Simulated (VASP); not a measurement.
## Ba: single point with PBE

Crystal: Ba.

```
Ba
1.0
     0.00000    3.17233    3.17233
     3.17233    0.00000    3.17233
     3.17233    3.17233    0.00000
Ba
1
Direct
  0.00000 0.00000 0.00000
```

This isn't the form of Ba at room conditions, which is bcc.

| Quantity | Value |
| --- | --- |
| Program | VASP 6.6.1 |
| Task | single point |
| Functional | PBE |
| Potentials or basis | VASP PAW PBE potentials, release 64 (Ba_sv) |
| Cutoff | 520 eV |
| k mesh | 14 × 14 × 14 |
| Occupations | gaussian, width 0.15 eV |
| Spin | no spin polarisation |
| Dipole correction | no |
| Further INCAR settings | ALGO = Fast; EDIFF = 1e-06; NBANDS = 11 |

```yaml
Pressure: 0.1 GPa
Band_gap_on_the_k_mesh: none (metal or under the smearing width)
```

Levels at points of the mesh, in eV from the Fermi level:
```
           k point  band 2  band 3  band 4  band 5  band 6  band 7  band 8  band 9
(0.00, 0.00, 0.00)  -13.90  -13.90  -13.90   -2.79    1.75    1.75    1.75    3.29
(0.50, 0.00, 0.00)  -14.34  -13.95  -13.95   -0.96    1.01    1.60    1.60    4.46
(0.50, 0.50, 0.00)  -14.31  -14.05  -14.05   -0.82   -0.17    2.00    4.48    4.82
```

Run time: 100 s on 1 thread of Intel(R) Xeon(R) Platinum 8375C CPU @ 2.90GHz (Ice Lake), with other jobs on the host, peak memory 0.24 GiB.

The run has no spin-orbit coupling, so splittings on Ba are missing.
